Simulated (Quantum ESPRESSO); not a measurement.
Write the native input for Quantum ESPRESSO 7.5 that does the following.

* Task: single point
* Functional: PBE
* Potentials or basis: PseudoDojo 0.4.1 SR PBE standard
* Cutoff: 1061 eV
* Density cutoff: 4245 eV
* k mesh: 10 × 10 × 10
* Occupations: gaussian, width 0.01 eV
* Spin: no spin polarisation
* Mixing beta: 0.5
* Most SCF iterations: 120
* SCF threshold: 4e-10 Ry

Ge:

```
CELL_PARAMETERS angstrom
0.00000 2.77200 2.98799
2.77200 0.00000 2.98799
2.77200 2.77200 0.00000
ATOMIC_POSITIONS crystal
Ge 0.00000 0.00000 0.00000
Ge 0.25000 0.25000 0.25000
```

The input as run:

pw.in

```
&CONTROL
  calculation = 'scf'
  prefix = 'pwscf'
  outdir = './tmp'
  pseudo_dir = './pseudo'
  tprnfor = .true.
  tstress = .true.
  disk_io = 'nowf'
/
&SYSTEM
  ibrav = 0
  nat = 2
  ntyp = 1
  ecutwfc = 78
  nbnd = 21
  occupations = 'smearing'
  smearing = 'gaussian'
  degauss = 0.00073499
/
&ELECTRONS
  conv_thr = 4d-10
  electron_maxstep = 120
  mixing_beta = 0.5
/
ATOMIC_SPECIES
Ge    72.6300 Ge.upf
CELL_PARAMETERS angstrom
   0.0000000000    2.7720000000    2.9879850000
   2.7720000000    0.0000000000    2.9879850000
   2.7720000000    2.7720000000    0.0000000000
ATOMIC_POSITIONS crystal
Ge     0.0000000000    0.0000000000    0.0000000000
Ge     0.2500000000    0.2500000000    0.2500000000
K_POINTS automatic
10 10 10 0 0 0
```

Potentials or basis: PseudoDojo 0.4.1 SR PBE standard.

Run with:

```sh
$ OMP_NUM_THREADS=1 pw.x -in pw.in > pw.out
```

Results of the run:

- Pressure: 2.7 GPa
- Band gap on the k mesh: none (metal or under the smearing width)

Wall time 73 s on 1 thread of Intel(R) Xeon(R) 6975P-C (Granite Rapids), on a shared host, peak memory 0.18 GiB.
